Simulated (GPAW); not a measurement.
# Fe2 Ru7 Fe2 0001: which magnetic order is lowest

Aim: find out whether Fe2 Ru7 Fe2 0001 carries moments, and which collinear order costs least.

Calculated with GPAW 26.7.0; PBE; plane waves with GPAW's PAW setups, scalar-relativistic.

## Step 1: The starting structure

The cell holds 11 atoms: 4 Fe and 7 Ru. Cell: a = 2.706 Å, b = 2.706 Å, c = 32.595 Å, α = 90.0°, β = 90.0°, γ = 120.0°. ideal sites on the substrate's mesh, layer spacings from atomic volumes, unrelaxed, 12 A of vacuum. Vacuum lies along c.

## Step 2: Run 1 (ferro ++++)

Parallel moments need no larger cell; this start tests for a ferromagnetic state only.

Input file order1.py:

```python
import json
import numpy as np
from ase import Atoms
from ase.parallel import paropen, parprint
from gpaw import GPAW

atoms = Atoms(['Fe', 'Fe', 'Ru', 'Ru', 'Ru', 'Ru', 'Ru', 'Ru', 'Ru', 'Fe', 'Fe'],
    cell=[[2.706, 0.0, 0.0],
         [-1.353, 2.343465, 0.0],
         [0.0, 0.0, 32.594771]],
    scaled_positions=[[0.0, 0.0, 0.184079],
         [0.333333, 0.666667, 0.241167],
         [0.0, 0.0, 0.30261],
         [0.333333, 0.666667, 0.368406],
         [0.0, 0.0, 0.434203],
         [0.333333, 0.666667, 0.5],
         [0.0, 0.0, 0.565797],
         [0.333333, 0.666667, 0.631594],
         [0.0, 0.0, 0.69739],
         [0.333333, 0.666667, 0.758833],
         [0.0, 0.0, 0.815921]],
    pbc=True,
    magmoms=[2.6, 2.6, 0.0, 0.0, 0.0, 0.0, 0.0, 0.0, 0.0, 2.6, 2.6])
atoms.calc = GPAW(mode={'name': 'pw', 'ecut': 450},
    xc='PBE',
    kpts={'size': (20, 20, 1), 'gamma': True},
    occupations={'name': 'fermi-dirac', 'width': 0.05},
    convergence={'density': 1e-05, 'energy': 1e-05},
    maxiter=200,
    mixer={'name': 'pulay', 'beta': 0.03, 'nmaxold': 8, 'weight': 100},
    symmetry={'tolerance': 1e-4},
    txt='order1.txt')
e = atoms.get_potential_energy(force_consistent=True)
res = {'free_energy': e, 'energy_sigma0': atoms.get_potential_energy(), 'fermi_energy': atoms.calc.get_fermi_level()}
res['moments'] = atoms.get_magnetic_moments().tolist()
res['total'] = atoms.get_magnetic_moment()
parprint('site moments (muB):', np.round(res['moments'], 3))
parprint(f"total moment: {res['total']:.3f} muB")
parprint(f'free energy: {e:.6f} eV')
atoms.calc.write('order1.gpw')
with paropen('results.json', 'w') as f:
    json.dump(res, f)
```

Run with:

```console
OMP_NUM_THREADS=1 mpirun -n 4 gpaw python order1.py > order1.log
```

Numbers of over 12 decimals in the logs are rounded to 6 here.

Output:

```text
site moments (muB): [ 2.753e+00  2.239e+00 -1.070e-01 -5.800e-02  2.000e-03  1.000e-03
  2.000e-03 -5.800e-02 -1.070e-01  2.239e+00  2.753e+00]
total moment: 9.873 muB
free energy: -99.263974 eV

--- order1.txt ---
Input parameters:
  mode=PW(ecut=450),
  convergence={'density': 1e-05, 'energy': 1e-05},
  kpts=MonkhorstPack(size=(20, 20, 1), gamma=True),
  maxiter=200,
  mixer=Pulay(name='pulay', nmaxold=8, beta=0.03, weight=100, sigma=0.015, g_ss=None),
  occupations=Occupations(name='fermi-dirac', width=0.05),
  symmetry=Symmetry(tolerance=0.0001),
  xc=XC(name='PBE')

Diagonalizing LCAO Hamiltonian
Converting LCAO to pw mode

       Fe

        Fe

       Ru

        Ru

       Ru

        Ru

       Ru
        Ru

       Ru
        Fe

       Fe

Atoms  # Å, Bohr magnetons
|    | symbol |         x |        y |         z |    initial magnetic moments |
|----|--------|-----------|----------|-----------|-----------------------------|
|  0 |     Fe |  0.000000 | 0.000000 |  6.000013 | ( 0.0000,  0.0000,  2.6000) |
|  1 |     Fe | -0.000001 | 1.562311 |  7.860783 | ( 0.0000,  0.0000,  2.6000) |
|  2 |     Ru |  0.000000 | 0.000000 |  9.863504 | ( 0.0000,  0.0000,  0.0000) |
|  3 |     Ru | -0.000001 | 1.562311 | 12.008109 | ( 0.0000,  0.0000,  0.0000) |
|  4 |     Ru |  0.000000 | 0.000000 | 14.152747 | ( 0.0000,  0.0000,  0.0000) |
|  5 |     Ru | -0.000001 | 1.562311 | 16.297386 | ( 0.0000,  0.0000,  0.0000) |
|  6 |     Ru |  0.000000 | 0.000000 | 18.442024 | ( 0.0000,  0.0000,  0.0000) |
|  7 |     Ru | -0.000001 | 1.562311 | 20.586662 | ( 0.0000,  0.0000,  0.0000) |
|  8 |     Ru |  0.000000 | 0.000000 | 22.731267 | ( 0.0000,  0.0000,  0.0000) |
|  9 |     Fe | -0.000001 | 1.562311 | 24.733988 | ( 0.0000,  0.0000,  2.6000) |
| 10 |     Fe |  0.000000 | 0.000000 | 26.594758 | ( 0.0000,  0.0000,  2.6000) |

Unit cell  # Å
| periodic |         x |        y |         z |   lengths |     angles |
|----------|-----------|----------|-----------|-----------|------------|
|      yes |  2.706000 | 0.000000 |  0.000000 |  2.706000 |  90.000000 |
|      yes | -1.353000 | 2.343465 |  0.000000 |  2.706000 |  90.000000 |
|      yes |  0.000000 | 0.000000 | 32.594771 | 32.594771 | 119.999997 |

Number of symmetries: 12

BZ-sampling:
  Number of BZ points: 400
  Number of IBZ points: 44

  Monkhorst-Pack size: [20, 20, 1]
  Monkhorst-Pack shift: [0.025, 0.025, 0.0]

K-points  # in reciprocal-cell coordinates
|     |                                coordinates |     weight |
|-----|--------------------------------------------|------------|
|   0 | ( -0.00000000,  -0.00000000,   0.00000000) | 0.00250000 |
|   1 | (  0.05000000,  -0.00000000,   0.00000000) | 0.01500000 |
|   2 | (  0.10000000,  -0.05000000,   0.00000000) | 0.01500000 |
|   3 | (  0.10000000,  -0.00000000,   0.00000000) | 0.01500000 |
|   4 | (  0.15000000,  -0.05000000,   0.00000000) | 0.03000000 |
|   5 | (  0.15000000,  -0.00000000,   0.00000000) | 0.01500000 |
|   6 | (  0.20000000,  -0.10000000,   0.00000000) | 0.01500000 |
|   7 | (  0.20000000,  -0.05000000,   0.00000000) | 0.03000000 |
|   8 | (  0.20000000,  -0.00000000,   0.00000000) | 0.01500000 |
|   9 | (  0.25000000,  -0.10000000,   0.00000000) | 0.03000000 |
| ... |                                            |            |
|  43 | (  0.50000000,   0.50000000,   0.00000000) | 0.00750000 |

Plane wave coefficients: 4525
Cutoff: 450.000000 eV

Spin-components: 2 (collinear spins)
Bands:           97
Projectors:      66
Spin-degeneracy: 1
Datatype:        complex128

Parallelization:
  kpt:    4
  domain: 1
  band:   1

Density:
  Valence electrons: 144.0
  Components: 2
  Grid points: [ 14  14 160]
  Charge: 0.0  # |e|

Potential:
  Grid points: [ 14  14 160]

species:
  Fe:
    name:    Iron
    Z:       26.0
    valence: 8
    core:    18
    charge:  0.0  # [|e|]
    compensation charges:
      type: gauss
      rc: 0.33  # [Å]
      lmax: 2
    cutoffs:
      filter: 2.06  # [Å]
      core: 2.67  # [Å]
    projectors
    | kind |    occ | energy [eV] | rcut [Å] |
    |------|--------|-------------|----------|
    |   4s |  2.000 |      -5.291 |    1.164 |
    |   4p |  0.000 |      -1.326 |    1.058 |
    |   3d |  6.000 |      -7.505 |    1.058 |
    |    s |        |      21.920 |    1.164 |
    |    p |        |      25.885 |    1.058 |
    |    d |        |      19.706 |    1.058 |

    Using partial waves for Fe as LCAO basis

  Ru:
    name:    Ruthenium
    Z:       44.0
    valence: 16
    core:    28
    charge:  0.0  # [|e|]
    compensation charges:
      type: gauss
      rc: 0.39  # [Å]
      lmax: 2
    cutoffs:
      filter: 2.16  # [Å]
      core: 1.30  # [Å]
    projectors
    | kind |    occ | energy [eV] | rcut [Å] |
    |------|--------|-------------|----------|
    |   4s |  2.000 |     -76.316 |    1.281 |
    |   5s |  1.000 |      -4.236 |    1.281 |
    |   4p |  6.000 |     -46.423 |    1.286 |
    |   5p |  0.000 |      -0.913 |    1.286 |
    |   4d |  7.000 |      -5.203 |    1.254 |
    |    d |        |      22.008 |    1.254 |

    Using partial waves for Ru as LCAO basis

Reference energy: -1001193.693280  # eV

eigensolver:
  PPCG
  Converge bands: occupied
  niter=2

density mixing:
  Pulay-Mixer
  Linear mixing parameters: 0.03
  Old densities: 8
  Fourier metric: weight=100, sigma=0.015

occupation numbers:
  Fermi-Dirac:
    width: 0.0500  # eV

poisson solver:
  ecut: 3600.000000  # eV

xc functional:
  name: PBE with 2 nearest neighbor stencil

convergence criteria:
- Maximum integral of absolute [dens]ity change: 1e-05 electrons / valence electron
- Maximum [total energy] change in last 3 cyles: 1e-05 eV / valence electron
- Maximum integral of absolute [eigenst]ate change: 4e-08 eV^2 / valence electron
maximum number of iterations: 200

SCF iterations
|iter     |      energy | eigst |  dens |  magmom |
|---------|-------------|-------|-------|---------|
|iter:   1|       0s | -122.726640 | +0.31 |       | +10.4157|
|iter:   2|      19s | -420.941227 | +0.68 | -0.63 | +10.1773|
|iter:   3|      37s | -111.347962 | -0.28 | -0.37 | +10.1156|
|iter:   4|      56s | -114.550305 | -2.07 | -0.88 | +10.1143|
|iter:   5|      77s | -114.431819 | -3.09 | -0.83 | +10.1180|
|iter:   6|      96s | -103.233035 | -1.61 | -0.83 | +10.3880|
|iter:   7|     112s | -105.576577 | -1.56 | -1.04 | +10.6061|
|iter:   8|     132s | -101.172422 | -2.17 | -0.95 | +10.3736|
|iter:   9|     155s | -100.689114 | -1.48 | -1.17 | +10.1642|
|iter:  10|     171s | -101.098576 | -2.16 | -1.22 | +10.1519|
[... 37 iterations left out ...]
|iter:  48|     716s |  -99.210917c| -8.24c| -4.67 |  +9.8714|
|iter:  49|     725s |  -99.210916c| -8.66c| -4.70 |  +9.8714|
|iter:  50|     734s |  -99.210915c| -8.03c| -4.72 |  +9.8719|
|iter:  51|     744s |  -99.210912c| -8.42c| -4.83 |  +9.8719|
|iter:  52|     753s |  -99.210912c| -8.83c| -4.83 |  +9.8720|
|iter:  53|     761s |  -99.210912c| -9.00c| -4.85 |  +9.8722|
|iter:  54|     770s |  -99.210912c| -8.89c| -4.88 |  +9.8724|
|iter:  55|     779s |  -99.210912c| -8.68c| -4.94 |  +9.8726|
|iter:  56|     793s |  -99.210912c| -8.85c| -4.96 |  +9.8728|
|iter:  57|     807s |  -99.210912c| -9.03c| -5.02c|  +9.8728|

Converged in 57 steps
Energy contributions relative to reference atoms: (reference = -1001193.693280)

Energy contributions:
  Kinetic:          21.091906
  Coulomb:         -40.423028
  Zero:             -0.757519
  External:          0.000000
  Xc:              -79.069209
  Entropy:          -0.106124
  Spinorbit:         0.000000
  ----------------------------
  Free energy:     -99.263974
  Extrapolated:    -99.210912

dipole moment: (-39.324426, -36.253806, -0.000650)  # |e|*Ang

Total magnetic moment: (0.000000, 0.000000, 9.872825)

Local magnetic moments
|        x |        y |         z |
|----------|----------|-----------|
| 0.000000 | 0.000000 |  2.753372 |  # Fe   0
| 0.000000 | 0.000000 |  2.239469 |  # Fe   1
| 0.000000 | 0.000000 | -0.106834 |  # Ru   2
| 0.000000 | 0.000000 | -0.057513 |  # Ru   3
| 0.000000 | 0.000000 |  0.002263 |  # Ru   4
| 0.000000 | 0.000000 |  0.001362 |  # Ru   5
| 0.000000 | 0.000000 |  0.002263 |  # Ru   6
| 0.000000 | 0.000000 | -0.057513 |  # Ru   7
| 0.000000 | 0.000000 | -0.106834 |  # Ru   8
| 0.000000 | 0.000000 |  2.239469 |  # Fe   9
| 0.000000 | 0.000000 |  2.753372 |  # Fe  10

Fermi level: 7.179
Eigenvalues  # (at kpt = [-0.000, -0.000, 0.000])
| band index |      eig [eV] | occ [0-1] |      eig [eV] | occ [0-1] |
|------------|---------------|-----------|---------------|-----------|
|          0 |       -65.950 |     1.000 |       -65.958 |     1.000 |
|        ... |               |           |               |           |
|         69 |         5.448 |     1.000 |         6.982 |     0.981 |
|         70 |         5.474 |     1.000 |         6.982 |     0.981 |
|         71 |         5.474 |     1.000 |         7.015 |     0.964 |
|         72 |         5.515 |     1.000 |         7.266 |     0.149 |
|         73 |         6.022 |     1.000 |         7.266 |     0.149 |
|         74 |         6.022 |     1.000 |         7.341 |     0.038 |
|         75 |         6.290 |     1.000 |         7.500 |     0.002 |
|         76 |         6.290 |     1.000 |         7.605 |     0.000 |
|         77 |         6.373 |     1.000 |         7.605 |     0.000 |
|         78 |         6.467 |     1.000 |         7.709 |     0.000 |
|         79 |         6.467 |     1.000 |         7.909 |     0.000 |
|         80 |         6.805 |     0.999 |         7.909 |     0.000 |
|         81 |         6.805 |     0.999 |         8.168 |     0.000 |
|         82 |         7.273 |     0.133 |         8.168 |     0.000 |
|         83 |         7.296 |     0.088 |         8.193 |     0.000 |
|         84 |         7.296 |     0.088 |         8.304 |     0.000 |
|        ... |               |           |               |           |
|         96 |        11.872 |     0.000 |        12.111 |     0.000 |

No gap
No difference between direct/indirect transitions
```

Wall time 14 min (4 MPI ranks of Intel Xeon at 2.70GHz, shared host); peak memory 1.7 GiB.

Spin moment in the augmentation sphere by atom:

```tsv
atom	spin moment in the augmentation sphere (μB)
Fe1	2.75
Fe2	2.24
Ru3	-0.11
Ru4	-0.06
Ru5	0.00
Ru6	0.00
Ru7	0.00
Ru8	-0.06
Ru9	-0.11
Fe10	2.24
Fe11	2.75
```

Numbers from this step:

| Property | Result |
| --- | --- |
| magnetization | 9.873 μB |
| final state | ferromagnetic |

After 57 cycles the largest moment stands at 2.75 μB.

(Continued in part 2 of 2.)

[Logs and program files are shortened in this print: banners, set-up blocks, solver, clock and traceback lines can be left out without a mark of their own.]

[Logs are printed without paths, hosts, clocks, repeated set-up lines and the standing remarks that a program may print on its own settings, such as how far it seeks lower states.]

[Hosts, paths, dates, database ids (printed as entryN), source tags and the programs' standing remarks are cut or masked in the printed files.]

[Where a cell is said to come from a database of computed structures, the database is the Materials Project.]
